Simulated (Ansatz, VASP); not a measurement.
# Two plane-wave programs on Ag

Contents of INCAR:

```
AGGAC    = 1.0          
AGGAX    = 1.0          
ALDAC    = 0.0          
ALDAX    = 1.0          
ALGO     = Normal         # electronic algorithm
EDIFF    = 1E-6           # SCF threshold, eV
ENCUT    = 520            # plane-wave cutoff, eV
GGA      = B5             # functional
ISIF     = 2              # what is computed and relaxed
ISMEAR   = -1             # smearing method
LASPH    = T              # aspherical terms in the spheres
LCHARG   = T              # write CHGCAR
LELF     = T              # ELF
LREAL    = F              # projectors in reciprocal space
LVHAR    = T            
LWAVE    = F              # write WAVECAR
NBANDS   = 12             # bands
NELM     = 100            # most SCF steps
PREC     = Accurate       # precision mode
SIGMA    = 0.1            # smearing width, eV
```

KPOINTS

```
k-points
0
Gamma
  15 15 15
```

File POSCAR:

```
Ag
1.0
   -1.7179451456      1.7179451456      1.7179451456
    1.7179451456     -1.7179451456      1.7179451456
    1.7179451456      1.7179451456     -1.7179451456
Ag
1
Direct
    0.0000000000      0.0000000000      0.0000000000
```

Input for Ansatz:

```yaml
crystal:
  lattice:
    - [-1.7179451456, 1.7179451456, 1.7179451456]
    - [1.7179451456, -1.7179451456, 1.7179451456]
    - [1.7179451456, 1.7179451456, -1.7179451456]
  atoms:
    - { symbol: Ag, position: [0.0, 0.0, 0.0] }
hamiltonian:
  xc: blyp
  pseudopotentials:
    kind: paw
    azcp:
      Ag: "pseudopotentials/Ag.paw.azcp"
basis:
  ecutwfc: 420
  fft_grid_basis: typed
kpoints:
  mp_grid: { grid: [15, 15, 15], shift: [0, 0, 0] }
magnetization:
  spin_polarized: false
scf:
  occupations: { method: fermi_dirac, width: 0.1 }
  lower_state_search: "off"
output:
  stress: true
```

Alike in both runs: task single point; functional BLYP; k mesh 15 × 15 × 15; occupations fermi-dirac, width 0.1 eV; no spin polarisation.

|  | VASP | Ansatz |
| --- | --- | --- |
| version | VASP 6.6.1 | Ansatz 0.2.0 |
| potentials or method | VASP PAW PBE potentials, release 64 (Ag) | plane waves (420 eV) with PAW, scalar-relativistic |
| plane-wave cutoff (eV) | 520 | 420 |
| valence electrons in the cell | 11 | 19 |

```tsv
	VASP	Ansatz	Ansatz less VASP
pressure (GPa)	-2.5	-2.6	-0.09
```

The two sets of potentials don't hold the same shells in valence.

Caveats: the PAW data sets were made with another functional, which shifts forces and pressure a little (VASP).
